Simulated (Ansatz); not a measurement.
Runs of Ansatz 0.2.0 on Ta. The structure is cubic, space group Im-3m (No. 229). Conventional cell: a = 3.303 Å, b = 3.303 Å, c = 3.303 Å, α = 90.00°, β = 90.00°, γ = 90.00°. Ta (site symmetry m-3m) has 8 Ta at 2.86 Å as nearest neighbours. 

| task | level | cell | k mesh | smearing | gap on the mesh (eV) | pressure (GPa) | relaxed volume (Å³/atom) |
| --- | --- | --- | --- | --- | --- | --- | --- |
| relaxation of cell and atoms | BLYP+D4 | relaxed | 11 × 11 × 11 | fermi-dirac 0.05 eV | none | 0.0 | 18.33 |
| single point | PBE | as given | 11 × 11 × 11 | gaussian 0.027 eV | none | 2.1 | - |
| relaxation of cell and atoms | RPBE+D3(BJ) | relaxed | 11 × 11 × 11 | fermi-dirac 0.05 eV | none | 0.0 | 15.15 |
| single point | PBE | as given | 11 × 11 × 11 | gaussian 0.028 eV | none | 2.1 | - |
| relaxation of cell and atoms | RPBE+D4 | relaxed | 11 × 11 × 11 | fermi-dirac 0.05 eV | none | 0.0 | 18.15 |
| relaxation of cell and atoms | PBEsol+D4 | relaxed | 11 × 11 × 11 | fermi-dirac 0.05 eV | none | 0.0 | (a) |
| phonons | LDA | as given | 8 × 8 × 8 | fermi-dirac 0.05 eV | none | - | - |

Alike in all rows: potentials or basis Ansatz PAW; no spin polarisation; cutoff (eV) 420.

Estimate the missing entries.

(a) 17.49.

Caveats: the PAW data sets come from PBE, with cores solved anew for the run's functional, which leaves a small shift of forces and pressure (some runs); the plane-wave basis is chosen anew once the cell has moved, so the energies of steps on either side of that aren't comparable (some runs); pairwise dispersion overbinds metals, which lowers pressure and volume (some runs); the volume moved by over 15 % at a fixed basis, so the end points are rough (some runs); the volume moved by -16 % from the deposited cell, more than functionals usually miss (some runs).

A k mesh can miss the band edges, and the runs leave out spin-orbit coupling on Ta.

A gap of «none» marks a metal or a gap under the smearing width.
